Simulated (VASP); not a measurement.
# Hf (a cell with a defect) in VASP: notebook

The runs below take Hf (a cell with a defect) through single point, with PBE.

All numbers are computed with VASP 6.6.1; they aren't measurements. Logs are shortened: lines on timing, memory, paths and dates and some standing lists are left out, and cuts for length are marked.

## Step 1: The structure

The cell holds a defect, 7 atoms: a = 6.288 Å, b = 6.288 Å, c = 6.288 Å, α = 109.47°, β = 109.47°, γ = 109.47°.

## Step 2: Single point, PBE

INCAR

```
PREC = Accurate
ENCUT = 520
EDIFF = 1E-7
ISMEAR = 1
SIGMA = 0.15
LREAL = False
LASPH = True
NELM = 60
ALGO = Fast
ISIF = 2
LWAVE = False
LCHARG = False
GGA = PE
NBANDS = 44
```

KPOINTS

```
Automatic mesh
0
Gamma
  3 3 3
```

POSCAR

```
Hf
1.0
   -3.6304740000      3.6304740000      3.6304740000
    3.6304740000     -3.6304740000      3.6304740000
    3.6304740000      3.6304740000     -3.6304740000
Hf
7
Direct
    0.0393725447     -0.0318593385     -0.0196154827
    0.0170772467      0.3040476257      0.5068884945
    0.0008899664      0.4346728554      0.0076536838
    0.3665334058      0.9446906933      0.5116232756
    0.4692654458     -0.1324004799     -0.0090479921
    0.4849052768      0.3986183347     -0.0089832622
    0.5077101502      0.4534719158      0.5140492674
```

Potentials or basis: VASP PAW PBE potentials, release 64 (Hf_pv).

On the command line:

```bash
> cat potpaw_PBE.64/Hf_pv/POTCAR > POTCAR
> mpirun -np 1 vasp_std > vasp.out
```

OUTCAR:

```text
PREC = Accurate
   ENCUT = 520
   EDIFF = 1E-7
   ISMEAR = 1
   LREAL = False
   LASPH = True
   NELM = 60
   ISIF = 2
   GGA = PE

 ion  position               nearest neighbor table
   1  0.039  0.968  0.980-   5 2.96   3 2.98   7 3.14   6 3.14   7 3.19   3 3.35   2 3.36   4 3.37
                             5 3.45
   2  0.017  0.304  0.507-   7 2.89   3 3.02   6 3.15   5 3.20   5 3.20   1 3.36   3 3.48   7 3.64
                             4 3.64
   3  0.001  0.435  0.008-   1 2.98   4 3.01   2 3.02   6 3.14   6 3.16   5 3.34   1 3.35   2 3.48
                             4 3.50   7 3.61   7 3.65
   4  0.367  0.945  0.512-   3 3.01   7 3.01   6 3.02   5 3.10   1 3.37   5 3.45   7 3.49   3 3.50
                             2 3.64
   5  0.469  0.868  0.991-   1 2.96   6 2.98   4 3.10   2 3.20   2 3.20   6 3.31   3 3.34   7 3.40
                             1 3.45   4 3.45
   6  0.485  0.399  0.991-   5 2.98   4 3.02   7 3.14   3 3.14   1 3.14   2 3.15   3 3.16   7 3.17
                             5 3.31
   7  0.508  0.453  0.514-   2 2.89   4 3.01   1 3.14   6 3.14   6 3.17   1 3.19   5 3.40   4 3.49
                             3 3.61   2 3.64   3 3.65

  LATTYP: Found a body centered cubic cell.
 ALAT       =     7.2609480000

  Lattice vectors:

 A1 = (  -3.6304740000,   3.6304740000,   3.6304740000)
 A2 = (   3.6304740000,  -3.6304740000,   3.6304740000)
 A3 = (   3.6304740000,   3.6304740000,  -3.6304740000)

Analysis of symmetry for initial positions (statically):
=====================================================================
 Subroutine PRICEL returns:
 Original cell was already a primitive cell.

 Routine SETGRP: Setting up the symmetry group for a
 body centered cubic supercell.

 Subroutine GETGRP returns: Found  1 space group operations
 (whereof  1 operations were pure point group operations)
 out of a pool of 48 trial point group operations.

The static configuration has the point symmetry C_1 .

Analysis of symmetry for dynamics (positions and initial velocities):
=====================================================================
 Subroutine PRICEL returns:
 Original cell was already a primitive cell.

 Routine SETGRP: Setting up the symmetry group for a
 body centered cubic supercell.

 Subroutine GETGRP returns: Found  1 space group operations
 (whereof  1 operations were pure point group operations)
 out of a pool of 48 trial point group operations.
[... 103 lines left out ...]
   NSW    =      0    number of steps for IOM
   IBRION =     -1    ionic relax: 0-MD 1-quasi-New 2-CG
   NFREE  =      0    steps in history (QN), initial steepest desc. (CG)
   ISIF   =      2    stress and relaxation
   ISYM   =      2    0-nonsym 1-usesym 2-fastsym
   POTIM  = 0.5000    time-step for ionic-motion
   TEBEG  =    0.0;   TEEND  =   0.0 temperature during run
   PSTRESS=    0.0 pullay stress
   NELECT =      70.0000    total number of electrons
   NUPDOWN=      -1.0000    fix difference up-down
   EMIN   =  10.00;   EMAX   =-10.00  energy-range for DOS
   EFERMI =   0.00;   METHOD = LEGACY
   ISMEAR =     1;   SIGMA  =   0.15  broadening in eV -4-tet -1-fermi 0-gaus
   EFERMI_NEDOS =   21; number of points for ismear=-14 and -15
   IALGO  =     68    algorithm
   IMIX   =      4    mixing-type and parameters
     AMIX     =   0.40;   BMIX     =  1.00
     AMIX_MAG =   1.60;   BMIX_MAG =  1.00
  volume/ion in A,a.u.               =      27.34       184.52
  Fermi-wavevector in a.u.,A,eV,Ry     =   1.170732  2.212363 18.648330  1.370614
  Thomas-Fermi vector in A             =   2.307186
   LORBIT       =      0    0 simple, 1 ext, 2 COOP (PROOUT), +10 PAW based schemes
   GGA     = PE    functional components
   LHFCALC =     F    Hartree Fock is set to
   AEXX    =    0.0000 exact exchange contribution
   IVDW    =     0    specifies the selected vdW correction
   LEPSILON=     F    determine dielectric tensor
   LRPA    =     F    only Hartree local field effects (RPA)
 non-spin polarized calculation
 RMM-DIIS sequential band-by-band and
 Methfessel and Paxton  Order N= 1 SIGMA  =   0.15
  energy-cutoff  :      520.00
  volume of cell :      191.40
 maximum number of plane-waves:      5233
   NGX = 23   NGY = 23   NGZ = 23

 number of electron      70.0000001 magnetization

 Free energy of the ion-electron system (eV)
  ---------------------------------------------------
  ext. energy  EPLUGINS =         0.00000000
  ---------------------------------------------------
  free energy    TOTEN  =       -66.12395279 eV

  energy without entropy =      -66.12863944  energy(sigma->0) =      -66.12551501

 E-fermi :   3.2872     XC(G=0): -10.2875

 val. band max:        3.2855458126   @ k =   0.3333  -0.3333   0.3333
 cond. band min:       3.2910826204   @ k =   0.3333   0.0000   0.3333
 fundamental gap:      0.0055368078
 Fermi energy:         3.2871798097

 k-point     1 :       0.0000    0.0000    0.0000
  band No.  band energies     occupation
      1     -27.7871      2.00000
      2     -27.7533      2.00000
      3     -27.7229      2.00000
      4     -27.7059      2.00000
      5     -27.6800      2.00000
      6     -27.6434      2.00000
[... 647 lines left out ...]
     43       4.8446     -0.00000
     44       4.9824     -0.00000

------------------------ aborting loop because EDIFF is reached ----------------------------------------

  FORCE on cell =-STRESS in cart. coord.  units (eV):
  Direction    XX          YY          ZZ          XY          YZ          ZX
  --------------------------------------------------------------------------------------
  -------------------------------------------------------------------------------------
  Total       -9.1708919    -12.3519908    -12.1504319     -0.7642054      0.4689546      1.4715196
  in kB      -76.7665763   -103.3945291   -101.7073444     -6.3969166      3.9254679     12.3176159
  external PRESSURE =     -93.9561499 kB  Pullay stress =       0.0000000 kB

 VOLUME and BASIS-vectors are now :
 -----------------------------------------------------------------------------
  energy-cutoff  :      520.00
  volume of cell :      191.40
      direct lattice vectors                 reciprocal lattice vectors
    -3.630474000  3.630474000  3.630474000     0.000000000  0.137723063  0.137723063
     3.630474000 -3.630474000  3.630474000     0.137723063  0.000000000  0.137723063
     3.630474000  3.630474000 -3.630474000     0.137723063  0.137723063  0.000000000

 POSITION                                       TOTAL-FORCE (eV/Angst)
 -----------------------------------------------------------------------------------
      6.93113      0.18739      0.09849         0.025830     -0.045728     -0.011062
      2.88208      0.79841     -0.67441         0.000674      0.080102     -0.033757
      1.60262     -1.54705      1.55351         0.017927     -0.070305     -0.022895
      3.95642     -0.24155      2.90293        -0.108129      0.119745      0.244090
      5.04377      2.15148      1.25583         0.029297     -0.055834     -0.007080
      3.28460      3.91112     -0.39025         0.050801     -0.070042     -0.062667
      1.66933      2.06315      1.62330        -0.016401      0.042063     -0.106630
 -----------------------------------------------------------------------------------
    total drift:                                0.000039     -0.000014      0.000002

  FREE ENERGIE OF THE ION-ELECTRON SYSTEM (eV)
  ---------------------------------------------------
  free  energy   TOTEN  =       -66.1239527947 eV

  energy  without entropy=      -66.1286394364  energy(sigma->0) =      -66.12551501
```

Run time: 3.4 min. Hardware: 1 thread of Intel Xeon 6975P-C (Granite Rapids), shared host; peak memory 0.34 GiB.

What came out:

| Item | Value |
| --- | --- |
| Free energy | -66.1240 eV |
| Pressure | -9.4 GPa |
| Largest force | 0.293 eV/Å |
| Band gap on the k mesh | none (metal or under the smearing width) |

Forces in eV/Å, atoms in the order of the input:
```
Hf   0.026 -0.046 -0.011
Hf   0.001  0.080 -0.034
Hf   0.018 -0.070 -0.023
Hf  -0.108  0.120  0.244
Hf   0.029 -0.056 -0.007
Hf   0.051 -0.070 -0.063
Hf  -0.016  0.042 -0.107
```

Levels at points of the mesh, in eV from the Fermi level:
| k point | band 32 | band 33 | band 34 | band 35 | band 36 | band 37 | band 38 | band 39 |
| --- | --- | --- | --- | --- | --- | --- | --- | --- |
| (0.00, 0.00, 0.00) | -0.36 | -0.23 | 0.10 | 0.32 | 0.44 | 0.59 | 0.81 | 0.92 |

Caveat: the k mesh is coarse (spacing up to 0.41 Å⁻¹), so the values aren't converged.

## Step 3: Single point, PBE

INCAR: that of step 2 with these lines changed.

```diff
@@ -7,3 +7,3 @@
 LASPH = True
-NELM = 60
+NELM = 80
 ALGO = Fast
```

KPOINTS

```
regular mesh
0
Gamma
  3 3 3
```

POSCAR

```
Hf
1.0
   -3.6304740000      3.6304740000      3.6304740000
    3.6304740000     -3.6304740000      3.6304740000
    3.6304740000      3.6304740000     -3.6304740000
Hf
7
Direct
    0.0236441578     -0.0111532268     -0.0034444538
    0.0178406456      0.1250591521      0.4910771982
    0.0305261792      0.4857898721      0.1051746962
    0.4892060926      1.0272501607      0.5016612156
    0.4471227449     -0.1079701989     -0.0926541548
    0.5034896270      0.4713950575     -0.0010247973
    0.4976242772      0.5049682218      0.5023330287
```

Potentials or basis: VASP PAW PBE potentials, release 64 (Hf_pv).

On the command line:

```bash
> cat potpaw_PBE.64/Hf_pv/POTCAR > POTCAR
> mpirun -np 1 vasp_std > vasp.out
```

Wall time 3.5 min (1 thread of Intel Xeon 6975P-C (Granite Rapids), shared host); peak memory 0.34 GiB.

It converged, with:

```
Free energy            : -66.1706 eV
Pressure               : -9.8 GPa
Largest force          : 0.069 eV/Å
Band gap on the k mesh : none (metal or under the smearing width)
```

Forces on the atoms (eV/Å):
```
Hf   0.034 -0.001 -0.001
Hf  -0.024  0.042  0.049
Hf   0.005  0.029  0.024
Hf  -0.023 -0.022 -0.024
Hf  -0.015  0.012  0.013
Hf   0.011 -0.029 -0.035
Hf   0.012 -0.030 -0.026
```

Stress tensor (GPa, compression positive):
```
 -9.26  -1.28   0.29
 -1.28  -9.31  -0.32
  0.29  -0.32 -10.74
```

Levels at points of the mesh, in eV from the Fermi level:
```csv
k point,band 33,band 34,band 35,band 36,band 37,band 38
"(0.00, 0.00, 0.00)",-0.24,0.24,0.34,0.54,0.66,0.73
```

Caveat: the k mesh is coarse (spacing up to 0.41 Å⁻¹), so the values aren't converged. The run has no spin-orbit coupling, so splittings on Hf are missing.
